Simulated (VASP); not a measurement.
Write the native input for VASP 6.6.1 that does the following.

| Property | Result |
| --- | --- |
| Task | relaxation of cell and atoms |
| Functional | r2SCAN |
| Potentials or basis | VASP PAW PBE potentials, release 64 (Zn) |
| Cutoff | 600 eV |
| k mesh | 18 × 18 × 10 |
| Occupations | gaussian, width 0.1 eV |
| Spin | no spin polarisation |
| Further INCAR settings | ALGO = Normal; EDIFF = 1e-07; IBRION = 2; EDIFFG = -0.005; NSW = 90; ISIF = 3 |

The structure of Zn lies in POSCAR:

```
Zn
1.0
    2.6143598000      0.0000000000      0.0000000000
   -1.3071799000      2.2641020000      0.0000000000
    0.0000000000      0.0000000000      4.8731610200
Zn
2
Direct
    0.3333333300      0.6666666700      0.2500000000
    0.6666666700      0.3333333300      0.7500000000
```

One way to write it, as run:

INCAR

```
SYSTEM = Zn
ALGO = Normal
EDIFF = 1E-7
EDIFFG = -0.005
ENCUT = 600
IBRION = 2
ISIF = 3
ISMEAR = 0
LASPH = .TRUE.
LCHARG = .FALSE.
LMIXTAU = .TRUE.
LREAL = .FALSE.
LWAVE = .FALSE.
METAGGA = R2SCAN
NELM = 60
NSW = 90
PREC = Accurate
SIGMA = 0.1
```

KPOINTS

```
k-points
0
G
  18 18 10
  0 0 0
```

Potentials or basis: VASP PAW PBE potentials, release 64 (Zn).

Run with:

```console
$ cat potpaw_PBE.64/Zn/POTCAR > POTCAR
$ mpirun -np 1 vasp_std > vasp.out
```

Results of the run:

| Item | Value |
| --- | --- |
| Relaxed volume | 14.59 Å³/atom |
| Relaxed cell | a = 2.599 Å, b = 2.599 Å, c = 4.989 Å, α = 90.00°, β = 90.00°, γ = 120.00° |
| Space group after relaxing (to 0.05 Å) | P6_3/mmc (No. 194) |
| Energy gained by relaxing | 1.7 meV/atom |
| Ionic steps | 9 |
| Pressure after relaxing | 0.0 GPa |
| Band gap on the k mesh | none (metal or under the smearing width) |

Caveat: the PAW data sets were made with another functional, which shifts forces and pressure a little.

Wall time 44 min on 1 thread of AMD EPYC 9R45 (Zen 5), with other jobs on the host, peak memory 0.22 GiB.
